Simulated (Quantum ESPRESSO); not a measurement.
A run of Quantum ESPRESSO 7.5:

Contents of pw.in:

```
&CONTROL
  calculation = 'scf'
  prefix = 'pwscf'
  outdir = './tmp'
  pseudo_dir = './pseudo'
  tprnfor = .true.
  disk_io = 'low'
/
&SYSTEM
  ibrav = 0
  celldm(1) = 8
  nat = 2
  ntyp = 1
  ecutwfc = 70
  nbnd = 22
  input_dft = 'XC-000I-000I-000I-000I-000I-660L'
  occupations = 'smearing'
  smearing = 'fd'
  degauss = 0.00367493
  nqx1 = 6
  nqx2 = 6
  nqx3 = 3
  ecutfock = 140
  nosym = .true.
/
&ELECTRONS
  conv_thr = 1d-07
  electron_maxstep = 120
  mixing_beta = 0.5
  adaptive_thr = .true.
/
ATOMIC_SPECIES
Os   190.2300 Os_ONCV_PBE-1.2.upf
CELL_PARAMETERS alat
  0.6458375246674   0.0000000000000   0.0000000000000
 -0.3229187623337   0.5593117030823   0.0000000000000
  0.0000000000000   0.0000000000000   1.0203812425682
ATOMIC_POSITIONS crystal
Os     0.6666666667    0.3333333333    0.7500000000
Os     0.3333333333    0.6666666667    0.2500000000
K_POINTS automatic
6 6 3 0 0 0
```

pp_density.in

```
&INPUTPP
  prefix = 'pwscf'
  outdir = './tmp'
  filplot = 'density.dat'
  plot_num = 0
/
&PLOT
  nfile = 1
  filepp(1) = 'density.dat'
  iflag = 3
  output_format = 6
  fileout = 'density.cube'
/
```

Contents of pp_potential.in:

```
&INPUTPP
  prefix = 'pwscf'
  outdir = './tmp'
  filplot = 'potential.dat'
  plot_num = 11
/
&PLOT
  nfile = 1
  filepp(1) = 'potential.dat'
  iflag = 3
  output_format = 6
  fileout = 'potential.cube'
/
```

Contents of pp_elf.in:

```
&INPUTPP
  prefix = 'pwscf'
  outdir = './tmp'
  filplot = 'elf.dat'
  plot_num = 8
/
&PLOT
  nfile = 1
  filepp(1) = 'elf.dat'
  iflag = 3
  output_format = 6
  fileout = 'elf.cube'
/
```

Potentials or basis: SG15 PBE 1.2.

Run with:

```bash
$ OMP_NUM_THREADS=1 mpirun -n 2 pw.x -nk 2 -in pw.in > pw.out
$ OMP_NUM_THREADS=1 mpirun -n 1 pp.x -in pp_density.in > pp_density.out
$ OMP_NUM_THREADS=1 mpirun -n 1 pp.x -in pp_potential.in > pp_potential.out
$ OMP_NUM_THREADS=1 mpirun -n 1 pp.x -in pp_elf.in > pp_elf.out
```

Hardware: 2 MPI ranks on Arm Neoverse V1, with other jobs on the host.

Question: How long does it take, and how much memory?

Answer: Run time: 31 min on 2 MPI ranks on Arm Neoverse V1, on a shared host, peak memory 1.3 GiB a rank. Counts: scf iterations 20, k pools 2, bands 22, k points 56, g dense 14989.
